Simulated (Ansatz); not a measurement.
Rocksalt NaCl at its r2SCAN geometry, run in the PAW code Ansatz at 3 levels of theory. No spin polarisation and no zero-point or thermal motion.

The HSE06 input:
```yaml
crystal:
  lattice:
    - [0.0, 2.8026988303, 2.8026988303]
    - [2.8026988303, 0.0, 2.8026988303]
    - [2.8026988303, 2.8026988303, 0.0]
  atoms:
    - { symbol: Na, position: [0.0, 0.0, 0.0] }
    - { symbol: Cl, position: [0.5, 0.5, 0.5] }
kpoints:
  mp_grid: { grid: [6, 6, 6] }
  band_path:
    path:
      - [0.0, 0.0, 0.0]
      - [0.5, 0.0, 0.5]
      - [0.625, 0.25, 0.625]
      - [0.375, 0.375, 0.75]
      - [0.5, 0.5, 0.5]
      - [0.5, 0.25, 0.75]
    npoints: 1
hamiltonian:
  xc: hse06
scf:
  occupations: { method: fixed }
  n_extra_bands: 4
output:
  forces: true
  stress: true
  eigenvalues: true
  write_density: true
  write_potential: true
  elf: true
  volumetric_format: npy
```

Main results, then, where recorded, the levels near the gap in eV from the Fermi energy (columns number the bands from 0), one row a point of the path (Γ, X, U, K, L, W):
```
Crystal: 2 atoms, lattice volume = 44.031 Å³
Symmetry: 48 space group operations
Space group: Fm-3m (ITA 225)
```
```
Basis set: ecut = 420 eV, 869 PW (Γ)
k-points: 16 of 216
Exchange kernel: α = 0.2500, screened, ω = 0.2079 Å⁻¹, Wigner–Seitz truncation, v(0) = 1046.5916 eV·Å³, q-mesh 6×6×6
hybrid outer 1: dexx = +1.781e-3 eV, tail = 7.90e-6 eV
hybrid outer 2: dexx = +6.289e-8 eV, tail = 1.54e-8 eV, Δε = 2.71e-3 eV
hybrid SCF converged: 2 outer / 8 inner (+2 warm-up)
Free energy (F): -2570.496174 eV
Fermi energy:    0.253373 eV
--- Stress (GPa, compression-positive) ---
        0.680427       0.000000       0.000000
        0.000000       0.680427       0.000000
        0.000000       0.000000       0.680427
  P = ⅓ Tr σ = 0.6804 GPa (6.804 kbar)
```
```tsv
band_4	band_5	band_6	band_7	band_8	band_9	band_10
-13.889	0.000	0.000	0.000	6.559	12.573	12.573
-13.450	-1.832	-0.664	-0.664	9.048	9.374	13.033
-13.441	-1.550	-1.219	-0.551	9.690	10.541	12.148
-13.441	-1.550	-1.219	-0.551	9.690	10.541	12.148
-13.508	-2.100	-0.296	-0.296	8.655	12.413	12.493
-13.432	-1.308	-1.308	-0.821	10.419	11.172	11.172
```

The HSE06 gap is direct at Γ: 6.56 eV.

Q: In the first input these blocks are replaced (the band path and keys that only write files left aside):
```yaml
hamiltonian:
  xc: pbe0
```
What comes out?

A:
```
Basis set: ecut = 420 eV, 869 PW (Γ)
k-points: 16 of 216
hybrid outer 1: dexx = +2.475e-3 eV, tail = 1.10e-5 eV
hybrid outer 2: dexx = +1.092e-7 eV, tail = 3.84e-9 eV, Δε = 2.64e-3 eV
hybrid SCF converged: 2 outer / 9 inner (+2 warm-up)
Free energy (F): -2570.855601 eV
Fermi energy:    -0.145694 eV
--- Stress (GPa, compression-positive) ---
        0.612228       0.000000       0.000000
        0.000000       0.612228       0.000000
        0.000000       0.000000       0.612228
  P = ⅓ Tr σ = 0.6122 GPa (6.122 kbar)
```
```tsv
band_4	band_5	band_6	band_7	band_8	band_9	band_10
-13.926	0.000	0.000	0.000	7.281	13.336	13.336
-13.485	-1.863	-0.674	-0.674	9.805	10.110	13.785
-13.476	-1.576	-1.239	-0.561	10.439	11.299	12.900
-13.476	-1.576	-1.239	-0.561	10.439	11.299	12.900
-13.543	-2.133	-0.302	-0.302	9.387	13.176	13.260
-13.467	-1.331	-1.331	-0.835	11.187	11.920	11.920
```
With PBE0 the gap is 7.28 eV and direct, at Γ. The mean pressure is +0.6 GPa (compression positive), so PBE0 would enlarge the cell's volume. The stress of a hybrid is loosely converged here.

Q: In the first input these blocks are replaced (the band path and keys that only write files left aside):
```yaml
hamiltonian:
  xc: r2scan0
```
What comes out?

A:
```
Basis set: ecut = 500 eV, 1139 PW (Γ)
k-points: 16 of 216
hybrid outer 1: dexx = +6.256e-4 eV, tail = 5.16e-6 eV
hybrid outer 2: dexx = +3.949e-8 eV, tail = 1.71e-8 eV, Δε = 1.88e-3 eV
hybrid SCF converged: 2 outer / 8 inner (+2 warm-up)
Free energy (F): -2575.924141 eV
Fermi energy:    -0.414290 eV
--- Stress (GPa, compression-positive) ---
       -0.188940       0.000000       0.000000
        0.000000      -0.188940       0.000000
        0.000000       0.000000      -0.188940
  P = ⅓ Tr σ = -0.1889 GPa (-1.889 kbar)
```
```tsv
band_4	band_5	band_6	band_7	band_8	band_9	band_10
-14.276	0.000	0.000	0.000	7.735	13.742	13.742
-13.827	-1.891	-0.686	-0.686	10.318	10.432	14.310
-13.819	-1.600	-1.251	-0.571	10.862	11.770	13.357
-13.819	-1.600	-1.251	-0.571	10.862	11.770	13.357
-13.887	-2.148	-0.308	-0.308	9.761	13.723	13.723
-13.809	-1.351	-1.351	-0.841	11.730	12.317	12.317
```
With r2SCAN0 the gap is 7.74 eV and direct, at Γ. The mean stress, -0.2 GPa, is small, and the program warns that its thresholds are loose for a hybrid's stress.

Totals of different functionals can't be compared.

The meshes of the hybrids are coarse, so their gaps aren't converged to the digits shown.
